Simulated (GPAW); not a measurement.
Runs of GPAW 26.7.0 on AlNi3. Symmetry: Pm-3m, No. 221, cubic system. Conventional cell: a = 3.523 Å, b = 3.523 Å, c = 3.523 Å, α = 90.00°, β = 90.00°, γ = 90.00°. Around Ni (site symmetry 4/mmm) lie 8 Ni at 2.49 Å and 4 Al at 2.49 Å. Al (site symmetry m-3m) has 12 Ni at 2.49 Å as nearest neighbours. The cell is a database's computed one.

```tsv
cell	target pressure	gap on the mesh (eV)	pressure (GPa)	moment (μB)
relaxed to 30 GPa	30 GPa	none	29.7	(a)
relaxed to 20 GPa	20 GPa	none	19.9	0.59
relaxed to 2 GPa	2 GPa	none	2.0	0.66
relaxed to 10 GPa	10 GPa	none	10.0	0.63
relaxed to 5 GPa	5 GPa	none	5.1	(b)
relaxed	-	none	0.0	0.67
```

Alike in all rows: task relaxation of cell and atoms; level PBEsol; potentials or basis PAW data sets generated in the run's folder for this functional, pw; spin collinear, ferromagnetic start; k mesh 6 × 6 × 6; cutoff (eV) 600; smearing fermi-dirac 0.05 eV.

**Question.** Estimate the missing entries.

**Answer.** (a) 0.56; (b) 0.65.

Caveats: each step starts from the last one's moments, so a moment once lost doesn't come back; the stock nickel data set gives pressures a few GPa off other programs; later steps reuse the first step's grids.

A gap of «none» marks a metal or a gap under the smearing width.
